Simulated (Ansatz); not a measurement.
## Sc in Ansatz: the effect of strain

Crystal: Sc.

```
Sc
1.0
     3.17664    0.00000    0.00000
    -1.58832    2.75105    0.00000
     0.00000    0.00000    5.27330
Sc
2
Cartesian
  1.5883 0.9170 3.9550
  0.0000 1.8340 1.3183
```

Alike in all runs:

| Property | Result |
| --- | --- |
| Program | Ansatz 0.2.0 |
| Task | band structure |
| Functional | PBEsol |
| Potentials or basis | Ansatz PAW |
| Cutoff | 420 eV (not typed: the program's choice for these potentials) |
| k mesh | 8 × 8 × 4 |
| Occupations | fermi-dirac, width 0.05 eV |
| Spin | no spin polarisation |
| Kind of strain | biaxial |
| Path | [["G", "M", "K", "G", "A", "L", "H", "A"], ["L", "M"], ["K", "H"]] |
| Points for each segment of the path | 14 |

| strain | pressure (GPa) |
| --- | --- |
| -0.04 | 1.7 |
| -0.02 | -0.8 |
| -0.01 | -1.9 |
| 0 | -2.9 |
| 0.01 | -3.9 |
| 0.02 | -4.7 |
| 0.04 | ? |

**Question.** What does the run with strain 0.04 give?

**Answer.** Pressure -6.2 GPa.

Worked out: A parabola through the other rows of the pressure, of slope -62.8 GPa per unit of strain there, extrapolates to -6.1 GPa, against the run's -6.2.

Caveats: the PAW data sets come from PBE, with cores solved anew for the run's functional, which leaves a small shift of forces and pressure.
